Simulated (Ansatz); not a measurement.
# Elastic constants of NbC (Fm-3m), step by step

```xyz
2
Lattice="0.0000 2.2137 2.2137 2.2137 0.0000 2.2137 2.2137 2.2137 0.0000" Properties=species:S:1:pos:R:3 pbc="T T T"
Nb    0.0000    0.0000    0.0000
C     2.2137    2.2137    2.2137
```

Level of theory, where no other is named: LDA, PAW on Ansatz 0.2.0's default frozen-core files (fitted under PBE), scalar-relativistic. k mesh 18×18×18, Fermi-Dirac smearing of 0.100 eV, cutoff 420 eV. The cell was relaxed by PAW under this functional.

The cell is cubic and carries a residual pressure of 0.00 GPa at this level. Each strain component that symmetry leaves independent is applied at ±0.005, the ions relax wherever a strain frees them, and the stress (tension positive, GPa) is read. Shears are engineering strains, γ = 2ε.

```tsv
strain	size	σxx	σyy	σzz	σyz	σxz	σxy
xx	-0.005	-3.7902	-0.6591	-0.6591	0.0000	0.0000	0.0000
xx	+0.005	3.5944	0.6426	0.6426	0.0000	0.0000	0.0000
yz	-0.005	0.0035	-0.0050	-0.0050	-0.8859	0.0000	0.0000
yz	+0.005	0.0035	-0.0050	-0.0050	0.8859	0.0000	0.0000
```

A central difference gives one constant, for example C11 ≈ (3.5944 − (-3.7902))/(0.01) = 738.5 GPa; the program then imposes the crystal's symmetry on the whole matrix.

**Question.** What are the independent elastic constants?

**Answer.** C11 = 738.5, C12 = 130.2, C44 = 177.2 GPa.

**Question.** Do they meet the Born conditions?

**Answer.** C11 − C12 = 608.3, C11 + 2C12 = 998.8 and C44 = 177.2 GPa must all be positive, so the crystal is elastically stable; that says nothing yet of its phonons.

**Question.** What moduli does a random aggregate of grains have?

**Answer.** B = (C11 + 2C12)/3 = 332.9 GPa. G_V = (C11 − C12 + 3C44)/5 = 228.0 and G_R = 5(C11 − C12)C44/(4C44 + 3(C11 − C12)) = 212.7, so G_H = 220.3 GPa. Then E = 9BG/(3B + G) = 541.5 GPa, ν = (3B − 2G)/(6B + 2G) = 0.229 and B/G = 1.51, on the brittle side of Pugh's 1.75 (a rule of thumb).

**Question.** With the density of 8.030 g/cm³, how fast does sound travel, and what Debye temperature follows?

**Answer.** 

```tsv
direction	slow (m/s)	middle (m/s)	fast (m/s)
[100]	4697	4697	9590
[110]	4697	6154	8727
[111]	5710	5710	8419
```

The mean of v⁻³ over directions and branches gives v_m = 5761 m/s and θ_D = (ħ/k_B) v_m (6π²n)^(1/3) = 775 K, n being atoms per volume. Young's modulus spans 451 to 699 GPa over directions, and the universal anisotropy index is 0.36.

**Question.** How do the constants change if the ions are clamped to the homogeneous strain?

**Answer.** None moves by more than 0.3 GPa: by symmetry a homogeneous strain puts no force on these sites.

**Question.** What happens at 30 GPa (cell relaxed there)?

**Answer.** The volume falls to 0.9261 of its value, and C11 = 1008.5, C12 = 174.9, C44 = 193.8 GPa (slopes of the stress), in this structure whether or not another phase takes over.

Limits of these numbers: frozen-core PAW files fitted under PBE, their cores solved anew for the functional of the run; responses of metals move with mesh and smearing.
